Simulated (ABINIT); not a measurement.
# LiH (Fm-3m): G0W0 in ABINIT against the k mesh

How does the gap of LiH (Fm-3m) converge in the k mesh?

Calculated with ABINIT 10.8.3; PBE and many-body steps on it, plane waves.

The database entry behind the starting cell differs from later determinations by our own check (the deuteride, about 0.2 % short), so it need not match the best structure at ambient conditions.

## 1. The starting structure

It takes space group Fm-3m (No. 225, cubic). The conventional cell has a = 4.074 Å, b = 4.074 Å, c = 4.074 Å, α = 90.00°, β = 90.00°, γ = 90.00°. Nearest to Li lie 6 H at 2.04 Å. Nearest to H lie 6 Li at 2.04 Å. Farther neighbours are not listed.

The cell and positions come from the Crystallography Open Database and are kept as given unless a step says otherwise.

## 2. Empty states on the mesh, 6×6×6 mesh, 118 bands

This step: ABINIT 10.8.3; DFT, PBE, plane waves, norm-conserving pseudopotentials.

The sums over transitions need many empty states on a uniform mesh; this step solves for them.

Contents of run.abi:

```
acell 3*1.0 Angstrom
rprim 
  0.000000000000 2.036750000000 2.036750000000
  2.036750000000 -0.000000000000 2.036750000000
  2.036750000000 2.036750000000 -0.000000000000
ntypat 2
znucl 3 1
natom 2
typat 1 2
xred 
  0.000000000000 0.000000000000 0.000000000000
  0.500000000000 0.500000000000 0.500000000000
pp_dirpath "pseudos"
pseudos "Li.upf, H.upf"
ecut 33
ngkpt 6 6 6
nshiftk 1
shiftk 0 0 0
kptopt 1
chksymbreak 0
irdden 1
istwfk *1
nband 118
prtvol 0
optdriver 6
gwr_task "HDIAGO"
paral_kgb 0
occopt 1
indata_prefix "in"
outdata_prefix "out"
tmpdata_prefix "tmp"
```

Command:

```bash
$ OMP_NUM_THREADS=1 mpirun -n 4 abinit run.abi > log
```

The log of the run:

```text
.Version 10.8.3 of ABINIT. v10.8.2 released Aug 2026.

 Symmetries : space group Fm -3 m (#225); Bravais cF (face-center cubic)
[... echo of the input left out ...]
== DATASET  1 ==================================================================
-   mpi_nproc: 4, omp_nthreads: 1 (-1 if OMP is not activated)

--- !DatasetInfo
iteration_state: {dtset: 1, }
dimensions: {natom: 2, nkpt: 16, mband: 118, nsppol: 1, nspinor: 1, nspden: 1, mpw: 1056, }
cutoff_energies: {ecut:  33.0, pawecutdg:  -1.0, }
[...]
Direct band gap semiconductor
 Fundamental gap:     3.022 (eV)
   VBM:    -0.348 (eV) at k: [ 5.0000E-01,  5.0000E-01,  0.0000E+00]
   CBM:     2.674 (eV) at k: [ 5.0000E-01,  5.0000E-01,  0.0000E+00]
 Direct gap:         3.022 (eV) at k: [ 5.0000E-01,  5.0000E-01,  0.0000E+00]

== END DATASET(S) ==============================================================
================================================================================

 -outvars: echo values of variables after computation  --------
           etotal      0.0000000000E+00
            nband         118
             nkpt          16
          spgroup         225
 [... the other variables as echoed above ...]

 Calculation completed.
```

The job ended after 9.9 s (4 MPI ranks of Arm Neoverse N1, shared host; peak memory 0.48 GiB).

This step gave:

```yaml
gap: 3.022 eV
k_of_the_valence_top: 0.5, 0.5, 0
k_of_the_conduction_bottom: 0.5, 0.5, 0
least_direct_gap: 3.022 eV
k_points_computed: 16
lowest_point_of_the_top_converged_band_above_the_valence_top: 175.6905 eV
```

On this mesh the gap is 3.022 eV.

The density comes from a self-consistent run that is not shown.

## 3. Empty states on the mesh, 4×4×4 mesh, 37 bands

run.abi, as its differences from that of step 2:

```diff
@@ -15,3 +15,3 @@
 ecut 33
-ngkpt 6 6 6
+ngkpt 4 4 4
 nshiftk 1
@@ -22,3 +22,3 @@
 istwfk *1
-nband 118
+nband 37
 prtvol 0
```

The log of the run:

```text
[banner, memory and clock lines left out]
.Version 10.8.3 of ABINIT. v10.8.2 released Aug 2026.

 Symmetries : space group Fm -3 m (#225); Bravais cF (face-center cubic)
[... echo of the input left out ...]
== DATASET  1 ==================================================================
-   mpi_nproc: 4, omp_nthreads: 1 (-1 if OMP is not activated)

--- !DatasetInfo
iteration_state: {dtset: 1, }
dimensions: {natom: 2, nkpt: 8, mband: 37, nsppol: 1, nspinor: 1, nspden: 1, mpw: 1056, }
cutoff_energies: {ecut:  33.0, pawecutdg:  -1.0, }
[...]
Integrated=    4.0000E+00

 === KS gaps after direct diagonalization ===
 Direct band gap semiconductor
 Fundamental gap:     3.022 (eV)
   VBM:    -0.348 (eV) at k: [ 5.0000E-01,  5.0000E-01,  0.0000E+00]
   CBM:     2.674 (eV) at k: [ 5.0000E-01,  5.0000E-01,  0.0000E+00]
 Direct gap:         3.022 (eV) at k: [ 5.0000E-01,  5.0000E-01,  0.0000E+00]

== END DATASET(S) ==============================================================

 -outvars: echo values of variables after computation  --------
           etotal      0.0000000000E+00
            nband          37
             nkpt           8
          spgroup         225
 [... the other variables as echoed above ...]

 Calculation completed.
```

The job ended after 5.7 s (4 MPI ranks; peak memory 0.45 GiB; 23 s of CPU time).

This step gave:

| Quantity | Value |
| --- | --- |
| gap | 3.022 eV |
| k of the valence top | 0.5, 0.5, 0 |
| k of the conduction bottom | 0.5, 0.5, 0 |
| least direct gap | 3.022 eV |
| k points computed | 8 |
| lowest point of the top converged band, above the valence top | 69.5454 eV |

On this mesh the gap is 3.022 eV.

## 4. Empty states on the mesh, 8×8×8 mesh, 37 bands

run.abi, as its differences from that of step 3:

```diff
@@ -15,3 +15,3 @@
 ecut 33
-ngkpt 4 4 4
+ngkpt 8 8 8
 nshiftk 1
```

The log of the run:

```text
[banner, memory and clock lines left out]
.Version 10.8.3 of ABINIT. v10.8.2 released Aug 2026.

 Symmetries : space group Fm -3 m (#225); Bravais cF (face-center cubic)
[... echo of the input left out ...]
== DATASET  1 ==================================================================
-   mpi_nproc: 4, omp_nthreads: 1 (-1 if OMP is not activated)

--- !DatasetInfo
iteration_state: {dtset: 1, }
dimensions: {natom: 2, nkpt: 29, mband: 37, nsppol: 1, nspinor: 1, nspden: 1, mpw: 1056, }
cutoff_energies: {ecut:  33.0, pawecutdg:  -1.0, }
[...]
Integrated=    4.0000E+00

 === KS gaps after direct diagonalization ===
 Direct band gap semiconductor
 Fundamental gap:     3.022 (eV)
   VBM:    -0.348 (eV) at k: [ 5.0000E-01,  5.0000E-01,  0.0000E+00]
   CBM:     2.674 (eV) at k: [ 5.0000E-01,  5.0000E-01,  0.0000E+00]
 Direct gap:         3.022 (eV) at k: [ 5.0000E-01,  5.0000E-01,  0.0000E+00]

== END DATASET(S) ==============================================================

 -outvars: echo values of variables after computation  --------
           etotal      0.0000000000E+00
            nband          37
             nkpt          29
          spgroup         225
 [... the other variables as echoed above ...]

 Calculation completed.
```

Elapsed: 18 s, on 4 MPI ranks; peak memory 0.45 GiB.

Numbers from this step:

| Item | Value |
| --- | --- |
| gap | 3.022 eV |
| k of the valence top | 0.5, 0.5, 0 |
| k of the conduction bottom | 0.5, 0.5, 0 |
| least direct gap | 3.022 eV |
| k points computed | 29 |
| lowest point of the top converged band, above the valence top | 68.8472 eV |

On this mesh the gap is 3.022 eV.

## 5. Screening, 4×4×4 mesh, 29 bands, screening to 130.6 eV

The RPA dielectric matrix is built and inverted for each q.

This step: RPA screening on PBE, plane waves, norm-conserving pseudopotentials.

run.abi, as its differences from that of step 4:

```diff
@@ -15,3 +15,3 @@
 ecut 33
-ngkpt 8 8 8
+ngkpt 4 4 4
 nshiftk 1
@@ -20,10 +20,11 @@
 chksymbreak 0
-irdden 1
 istwfk *1
-nband 37
-prtvol 0
-optdriver 6
-gwr_task "HDIAGO"
-paral_kgb 0
 occopt 1
+irdwfk 1
+optdriver 3
+nband 29
+ecuteps 4.8
+inclvkb 2
+awtr 1
+symchi 1
 indata_prefix "in"
```

The log of the run:

```text
.Version 10.8.3 of ABINIT. v10.8.2 released Aug 2026.

 Symmetries : space group Fm -3 m (#225); Bravais cF (face-center cubic)
[... echo of the input left out ...]
== DATASET  1 ==================================================================
-   mpi_nproc: 4, omp_nthreads: 1 (-1 if OMP is not activated)

--- !DatasetInfo
iteration_state: {dtset: 1, }
dimensions: {natom: 2, nkpt: 8, mband: 29, nsppol: 1, nspinor: 1, nspden: 1, mpw: 1056, }
cutoff_energies: {ecut:  33.0, pawecutdg:  -1.0, }
electrons: {nelect:   4.00000000E+00, charge:   0.00000000E+00, occopt:   1.00000000E+00, tsmear:   1.00000000E-02, }

 SCREENING: Calculation of the susceptibility and dielectric matrices

 Based on a program developped by R.W. Godby, V. Olevano, G. Onida, and L. Reining.
 Incorporated in ABINIT by V. Olevano, G.-M. Rignanese, and M. Torrent.
.Using double precision arithmetic ; gwpc =  8

[... cell and pseudopotentials left out ...]
--------------------------------------------------------------------------------

 ==== K-mesh for the wavefunctions ====
 Number of points in the irreducible wedge :     8
[... list of points left out ...]
 Together with 48 symmetry operations and time-reversal symmetry
 yields    64 points in the full Brillouin Zone.

 ==== Q-mesh for the screening function ====
 Number of points in the irreducible wedge :     8
[... list of points left out ...]
 Together with 48 symmetry operations and time-reversal symmetry
 yields    64 points in the full Brillouin Zone.

 setmesh: FFT mesh size selected  =    20x   20x   20
          total number of points  =         8000

 vcoul_init : cutoff-mode = AUXILIARY_FUNCTION
 q-points for optical limit:   1
     1)      0.000010    0.000020    0.000030

- screening: taking advantage of time-reversal symmetry
- Maximum band index for partially occupied states nbvw = 2
- Remaining bands to be divided among processors   nbcw = 27
- Number of bands treated by each node ~6

 Number of electrons calculated from density =    4.0000; Expected =    4.0000
 average of density, n =  0.035077
 r_s =    1.8951
 omega_plasma =   18.0662 [eV]

 calculating chi0 at frequencies [eV] :
  1    0.000000E+00    0.000000E+00
  2    0.000000E+00    1.806615E+01

--------------------------------------------------------------------------------
  q-point number  1        q = ( 0.000000, 0.000000, 0.000000) [r.l.u.]
--------------------------------------------------------------------------------
[... chi0 elements left out ...]
 For q-point:  0.000010 0.000020 0.000030
  dielectric constant =   5.0935
  dielectric constant without local fields =   5.5679

  Average fulfillment of the sum rule on Im[epsilon] for q-point    1 :     70.09  [%]
[... wings left out ...]
  q-point number  2        q = ( 0.250000, 0.000000, 0.000000) [r.l.u.]
--------------------------------------------------------------------------------
[... chi0 elements left out ...]
  Average fulfillment of the sum rule on Im[epsilon] for q-point    2 :     83.43  [%]

 [... 6 further q-points ...]
```

The job ended after 2.4 s (4 MPI ranks; peak memory 0.08 GiB; 9.3 s of CPU time).

This step gave:

```yaml
eps_infinity_with_local_fields_on_this_mesh_along_the_program_s_q_direction: 5.093
the_same_without_local_fields: 5.568
plasma_frequency: 18.07 eV
plane_waves_in_the_screening_matrix: 59
```

Local fields lower ε∞ by 9 %. On a Γ-centred mesh this coarse the value itself is usually too large, while a short band sum pulls it down.

## 6. 4×4×4

This step: G0W0 on PBE, plane waves, norm-conserving pseudopotentials.

run.abi, as its differences from that of step 5:

```diff
@@ -23,8 +23,17 @@
 irdwfk 1
-optdriver 3
+optdriver 4
 nband 29
+gwcalctyp 0
+ecutsigx 33
+symsigma 1
+nkptgw 2
+kptgw 
+  0.5000000000 0.5000000000 0.0000000000
+  0.0000000000 0.0000000000 0.0000000000
+bdgw 
+  1 5
+  1 6
 ecuteps 4.8
-inclvkb 2
-awtr 1
-symchi 1
+irdscr 1
+ppmodel 1
 indata_prefix "in"
```

The log of the run:

```text
.Version 10.8.3 of ABINIT. v10.8.2 released Aug 2026.

 Symmetries : space group Fm -3 m (#225); Bravais cF (face-center cubic)
[... echo of the input left out ...]
== DATASET  1 ==================================================================
-   mpi_nproc: 4, omp_nthreads: 1 (-1 if OMP is not activated)

--- !DatasetInfo
iteration_state: {dtset: 1, }
dimensions: {natom: 2, nkpt: 8, mband: 29, nsppol: 1, nspinor: 1, nspden: 1, mpw: 1056, }
cutoff_energies: {ecut:  33.0, pawecutdg:  -1.0, }
electrons: {nelect:   4.00000000E+00, charge:   0.00000000E+00, occopt:   1.00000000E+00, tsmear:   1.00000000E-02, }

 SIGMA: Calculation of the GW corrections

 Based on a program developped by R.W. Godby, V. Olevano, G. Onida, and L. Reining.
 Incorporated in ABINIT by V. Olevano, G.-M. Rignanese, and M. Torrent.
.Using double precision arithmetic ; gwpc =  8

[... cell and pseudopotentials left out ...]
--------------------------------------------------------------------------------

 ==== K-mesh for the wavefunctions ====
 Number of points in the irreducible wedge :     8
[... list of points left out ...]
 Together with 48 symmetry operations and time-reversal symmetry
 yields    64 points in the full Brillouin Zone.

 ==== Q-mesh for screening function ====
 Number of points in the irreducible wedge :     8
[... list of points left out ...]
 Together with 48 symmetry operations and time-reversal symmetry
 yields    64 points in the full Brillouin Zone.

 vcoul_init : cutoff-mode = AUXILIARY_FUNCTION
 q-points for optical limit:   1
     1)      0.000010    0.000020    0.000030
 setmesh: FFT mesh size selected  =    30x   30x   30
          total number of points  =        27000

 Number of electrons calculated from density =    4.0000; Expected =    4.0000
 average of density, n =  0.035077
 r_s =    1.8951
 omega_plasma =   18.0662 [eV]

 === KS Band Gaps ===
  >>>> For spin  1
   Minimum direct gap =   3.0221 [eV], located at k-point      :   0.5000  0.5000  0.0000
   Fundamental gap    =   3.0221 [eV], Top of valence bands at :   0.5000  0.5000  0.0000
                                       Bottom of conduction at :   0.5000  0.5000  0.0000
 SIGMA fundamental parameters:
 PLASMON POLE MODEL  1
 number of plane-waves for SigmaX                 1037
 number of plane-waves for SigmaC and W             59
 number of plane-waves for wavefunctions          1037
 number of bands                                    29
 number of independent spin polarizations            1
 number of spinorial components                      1
 number of k-points in IBZ                           8
 number of q-points in IBZ                           8
 number of symmetry operations                      48
 number of k-points in BZ                           64
 number of q-points in BZ                           64
 number of frequencies for dSigma/dE                 9
 frequency step for dSigma/dE [eV]                0.25
 number of omega for Sigma on real axis              0
 max omega for Sigma on real axis  [eV]           0.00
 zcut for avoiding poles [eV]                     0.10

 EPSILON^-1 parameters (SCR file):
 dimension of the eps^-1 matrix on file             59
 dimension of the eps^-1 matrix used                59
 number of plane-waves for wavefunctions          1037
 number of bands                                    29
 number of q-points in IBZ                           8
 number of frequencies                               2
 number of real frequencies                          1
 number of imag frequencies                          1

 matrix elements of self-energy operator (all in [eV])

 Perturbative Calculation

--- !SelfEnergy_ee
iteration_state: {dtset: 1, }
kpoint     : [   0.500,    0.500,    0.000, ]
spin       : 1
KS_gap     :    3.022
QP_gap     :    4.701
Delta_QP_KS:    1.679
data: !SigmaeeData |
     Band     E0 <VxcDFT>   SigX SigC(E0)      Z dSigC/dE  Sig(E)    E-E0       E
        1 -44.599 -25.707 -39.651   5.222   0.776  -0.288 -32.477  -6.770 -51.369
        2  -0.348 -11.317 -14.730   1.957   0.765  -0.307 -12.431  -1.114  -1.462
        3   2.674  -7.637  -3.479  -3.453   0.802  -0.247  -7.071   0.565   3.239
        4  10.239  -8.228  -2.637  -4.473   0.775  -0.291  -7.363   0.866  11.105
        5  10.239  -8.228  -2.637  -4.473   0.775  -0.291  -7.363   0.866  11.105

--- !SelfEnergy_ee
iteration_state: {dtset: 1, }
kpoint     : [   0.000,    0.000,    0.000, ]
spin       : 1
KS_gap     :   20.729
QP_gap     :   22.914
Delta_QP_KS:    2.184
data: !SigmaeeData |
     Band     E0 <VxcDFT>   SigX SigC(E0)      Z dSigC/dE  Sig(E)    E-E0       E
        1 -44.649 -25.625 -39.589   5.218   0.769  -0.301 -32.349  -6.724 -51.373
        2  -5.602  -9.917 -15.500   3.562   0.710  -0.408 -11.352  -1.435  -7.037
        3  15.128 -11.724  -4.677  -5.925   0.668  -0.497 -10.975   0.749  15.877
        4  17.057  -8.959  -2.433  -5.217   0.730  -0.370  -8.003   0.956  18.013
        5  17.057  -8.959  -2.433  -5.217   0.730  -0.370  -8.003   0.956  18.013
        6  17.057  -8.959  -2.433  -5.217   0.730  -0.370  -8.003   0.956  18.013

== END DATASET(S) ==============================================================
================================================================================

 -outvars: echo values of variables after computation  --------
           etotal      0.0000000000E+00
            nband          29
             nkpt           8
          spgroup         225
 [... the other variables as echoed above ...]

 Calculation completed.
```

The job ended after 2.5 s (4 MPI ranks; peak memory 0.09 GiB; 9.6 s of CPU time).

This step gave:

| Quantity | Value |
| --- | --- |
| G0W0 gap on the points computed | 4.701 eV |
| starting gap on the mesh | 3.022 eV |
| k of the valence top | 0.5, 0.5, 0 |
| k of the conduction bottom | 0.5, 0.5, 0 |
| Z at the valence top | 0.765 |
| Z at the conduction bottom | 0.802 |
| least direct G0W0 gap on the computed points | 4.701 eV |

## 7. Screening, 6×6×6 mesh, 29 bands, screening to 130.6 eV

This step: RPA screening on PBE, plane waves, norm-conserving pseudopotentials.

run.abi, as its differences from that of step 6:

```diff
@@ -15,3 +15,3 @@
 ecut 33
-ngkpt 4 4 4
+ngkpt 6 6 6
 nshiftk 1
@@ -23,17 +23,8 @@
 irdwfk 1
-optdriver 4
+optdriver 3
 nband 29
-gwcalctyp 0
-ecutsigx 33
-symsigma 1
-nkptgw 2
-kptgw 
-  0.5000000000 0.5000000000 0.0000000000
-  0.0000000000 0.0000000000 0.0000000000
-bdgw 
-  1 5
-  1 6
 ecuteps 4.8
-irdscr 1
-ppmodel 1
+inclvkb 2
+awtr 1
+symchi 1
 indata_prefix "in"
```

The log of the run:

```text
.Version 10.8.3 of ABINIT. v10.8.2 released Aug 2026.

 Symmetries : space group Fm -3 m (#225); Bravais cF (face-center cubic)
[... echo of the input left out ...]
== DATASET  1 ==================================================================
-   mpi_nproc: 4, omp_nthreads: 1 (-1 if OMP is not activated)

--- !DatasetInfo
iteration_state: {dtset: 1, }
dimensions: {natom: 2, nkpt: 16, mband: 29, nsppol: 1, nspinor: 1, nspden: 1, mpw: 1056, }
cutoff_energies: {ecut:  33.0, pawecutdg:  -1.0, }
electrons: {nelect:   4.00000000E+00, charge:   0.00000000E+00, occopt:   1.00000000E+00, tsmear:   1.00000000E-02, }

 SCREENING: Calculation of the susceptibility and dielectric matrices

 Based on a program developped by R.W. Godby, V. Olevano, G. Onida, and L. Reining.
 Incorporated in ABINIT by V. Olevano, G.-M. Rignanese, and M. Torrent.
.Using double precision arithmetic ; gwpc =  8

[... cell and pseudopotentials left out ...]
--------------------------------------------------------------------------------

 ==== K-mesh for the wavefunctions ====
 Number of points in the irreducible wedge :    16
[... list of points left out ...]
 Together with 48 symmetry operations and time-reversal symmetry
 yields   216 points in the full Brillouin Zone.

 ==== Q-mesh for the screening function ====
 Number of points in the irreducible wedge :    16
[... list of points left out ...]
 Together with 48 symmetry operations and time-reversal symmetry
 yields   216 points in the full Brillouin Zone.

 setmesh: FFT mesh size selected  =    20x   20x   20
          total number of points  =         8000

 vcoul_init : cutoff-mode = AUXILIARY_FUNCTION
 q-points for optical limit:   1
     1)      0.000010    0.000020    0.000030

- screening: taking advantage of time-reversal symmetry
- Maximum band index for partially occupied states nbvw = 2
- Remaining bands to be divided among processors   nbcw = 27
- Number of bands treated by each node ~6

 Number of electrons calculated from density =    4.0000; Expected =    4.0000
 average of density, n =  0.035077
 r_s =    1.8951
 omega_plasma =   18.0662 [eV]

 calculating chi0 at frequencies [eV] :
  1    0.000000E+00    0.000000E+00
  2    0.000000E+00    1.806615E+01

--------------------------------------------------------------------------------
  q-point number  1        q = ( 0.000000, 0.000000, 0.000000) [r.l.u.]
--------------------------------------------------------------------------------
[... chi0 elements left out ...]
 For q-point:  0.000010 0.000020 0.000030
  dielectric constant =   4.1820
  dielectric constant without local fields =   4.5857

  Average fulfillment of the sum rule on Im[epsilon] for q-point    1 :     69.92  [%]
[... wings left out ...]
  q-point number  2        q = ( 0.166667, 0.000000, 0.000000) [r.l.u.]
--------------------------------------------------------------------------------
[... chi0 elements left out ...]
  Average fulfillment of the sum rule on Im[epsilon] for q-point    2 :     85.24  [%]

 [... 14 further q-points ...]
```

The job ended after 5.2 s (4 MPI ranks; peak memory 0.34 GiB; 21 s of CPU time).

Numbers from this step:

```
ε∞ with local fields, on this mesh, along the program's q direction : 4.182
the same without local fields                                       : 4.586
plasma frequency                                                    : 18.07 eV
plane waves in the screening matrix                                 : 59
```

(Continued in part 2 of 2.)

[Paths, hosts, dates, memory and timing lines, banners, echoed tables and standing remarks are left out of the program output.]

[Logs are printed without paths, hosts, clocks, repeated set-up lines and the standing remarks that a program may print on its own settings, such as how far it seeks lower states.]

[Runs of the session that timed out or met a known fault of the program may be left out.]

[Hosts, paths, dates, database ids (printed as entryN), source tags and the programs' standing remarks are cut or masked in the printed files.]

[G0W0 gaps are taken among the corrected bands and points alone; a level outside them can change the order at an edge.]

[Where Ansatz stands beside ABINIT at settings called matched, ABINIT's density can come from a denser mesh and the files from another edition; pairs whose starting gaps differed by over 0.03 eV were left out, so agreement reads better than it is.]
